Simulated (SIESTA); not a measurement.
## O under changes of volume

One of the cells (17.634 Å³/atom); the others are scaled copies at fixed shape and fractional positions:

```
CELL_PARAMETERS angstrom
2.87029 -1.67343 0.00000
2.87029 1.67343 0.00000
-2.41035 0.00000 3.67120
ATOMIC_POSITIONS crystal
O 0.97455 0.97455 0.84443
O 0.02545 0.02545 0.15557
```

* Program: SIESTA 5.4.2
* Functional: PBE
* Potentials or basis: PseudoDojo 0.4 standard (PBE files)
* Basis: DZP (energy shift 0.002 Ry)
* Grid cutoff: 800 Ry
* Energy shift: 0.002 Ry
* k mesh: 10 × 10 × 7
* Occupations: fermi-dirac, width 0.05 eV
* Spin: no spin polarisation

```csv
volume (Å³/atom),energy over the lowest point (meV/atom),pressure (GPa),largest force (eV/Å)
16.251,7.63,3.4,3.236
16.596,?,?,?
16.942,0.00,0.7,1.875
17.634,2.78,-1.5,0.694
17.979,7.47,-2.4,0.199
18.325,14.11,-3.3,0.398
```

Q: What does the run at 16.596 Å³/atom give?

A: Energy over the lowest point 2.39 meV/atom; pressure 2.0 GPa; largest force 2.530 eV/Å.

Worked out: A Birch-Murnaghan fit of order 3 (a polynomial in V^(-2/3)) to the other rows has its minimum at 17.08 Å³/atom with B0 = V·E''(V) = 57 GPa and B' = 3.9 at fixed shape and positions, which overstates the stiffness. It gives 2.39 meV/atom at 16.596 Å³/atom, against the run's 2.39, and -dE/dV = 1.7 GPa, against 2.0.

Energies are extrapolated to zero smearing.

Caveats: spin is off for a triplet molecule; the basis of atomic orbitals isn't converged, which shifts pressures, moduli and gaps; forces of over 1 eV/Å show positions far from the minimum, so gaps and moduli don't describe the material at rest (some runs).
